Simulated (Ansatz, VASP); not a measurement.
**Two plane-wave programs on SiC**

File INCAR:

```
ALGO = Normal
EDIFF = 1E-6
ENCUT = 520
GGA = PS
ISIF = 2
ISMEAR = 0
LASPH = True
LCHARG = True
LELF = True
LREAL = False
LVHAR = True
LWAVE = False
NBANDS = 11
NELM = 80
PREC = Accurate
SIGMA = 0.05
```

Contents of KPOINTS:

```
k-points
0
Gamma
  10 10 10
```

POSCAR

```
SiC
1.0
    0.0000000000      2.1783945700      2.1783945700
    2.1783945700      0.0000000000      2.1783945700
    2.1783945700      2.1783945700      0.0000000000
Si C
1 1
Direct
   -0.0047117196      0.0070675794      0.0047117196
    0.7610172878      0.7334740682      0.7389827122
```

Input for Ansatz:

```yaml
crystal:
  lattice:
    - [0.0, 2.17839457, 2.17839457]
    - [2.17839457, 0.0, 2.17839457]
    - [2.17839457, 2.17839457, 0.0]
  atoms:
    - { symbol: Si, position: [-0.0047117196, 0.0070675794, 0.0047117196] }
    - { symbol: C, position: [0.7610172878, 0.7334740682, 0.7389827122] }
basis:
  ecutwfc: 520.0
kpoints:
  mp_grid: { grid: [10, 10, 10] }
hamiltonian:
  xc: pbesol
  pseudopotentials: { kind: paw, azcp: { folder: soft_1 } }
scf:
  occupations: { method: gaussian, width: 0.05 }
output:
  forces: true
  stress: true
  eigenvalues: true
```

Change from the starting cell: mode 4 frozen in at -0.060 Å and mode 5 at -0.012 Å (largest displacements).

Alike in both runs: task single point; functional PBEsol; k mesh 10 × 10 × 10; occupations gaussian, width 0.05 eV; no spin polarisation.

|  | VASP | Ansatz |
| --- | --- | --- |
| version | VASP 6.6.1 | Ansatz 0.2.0 |
| potentials or method | VASP PAW PBE potentials, release 64 (Si, C) | scalar-relativistic, plane waves, PAW |
| plane-wave cutoff (eV) | 520 | 520 |
| valence electrons in the cell | 8 | 8 |

Ansatz gave:

```
gap on the k mesh at the Fermi level (eV)       : 0.84
least direct gap on the mesh (eV)               : 4.25
pressure (GPa)                                  : 0.9
largest component of the traceless stress (GPa) : 5.69
rms of the force components (eV/Å)              : 0.960
```

What did VASP give for the same quantities?

gap on the k mesh at the Fermi level (eV): 0.83; least direct gap on the mesh (eV): 4.24; pressure (GPa): 1.3; largest component of the traceless stress (GPa): 5.76; rms of the force components (eV/Å): 0.963.

Atom by atom the forces differ by 0.003 eV/Å (rms over components). Ansatz warned: «pseudo_functional_mismatch».

Caveats: the PAW data sets were made with another functional, which shifts forces and pressure a little (VASP). A k mesh can miss the band edges.
